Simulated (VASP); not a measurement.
The system is BaTiO3.

```
Ba Ti O
1.0
     4.00600    0.00000    0.00000
     0.00000    4.00600    0.00000
     0.00000    0.00000    4.00600
Ba Ti O
1 1 3
Direct
  0.50000 0.50000 0.50000
  0.00000 0.00000 0.00000
  0.00000 0.00000 0.50000
  0.00000 0.50000 0.00000
  0.50000 0.00000 0.00000
```

Base run:

```yaml
Program: VASP 6.6.1
Functional: PBE
Potentials_or_basis: VASP PAW PBE potentials, release 64 (Ba_sv, Ti_sv, O)
Cutoff: 520 eV
k_mesh: 8 × 8 × 8
Occupations: gaussian, width 0.02 eV
Spin: no spin polarisation
```

Its results: band gap on the k mesh 1.74 eV, indirect (least direct gap 1.89 eV); pressure 3.4 GPa.

The run is repeated on the same cell with these changes: functional from PBE to LDA; potentials or basis from VASP PAW PBE potentials, release 64 (Ba_sv, Ti_sv, O) to VASP PAW LDA potentials, release 64 (Ba_sv, Ti_sv, O). What comes out?

Band gap on the k mesh 1.65 eV, indirect (least direct gap 1.80 eV); pressure -7.3 GPa.

Caveats: spin-orbit coupling is left out, which moves the levels of the heavy elements.
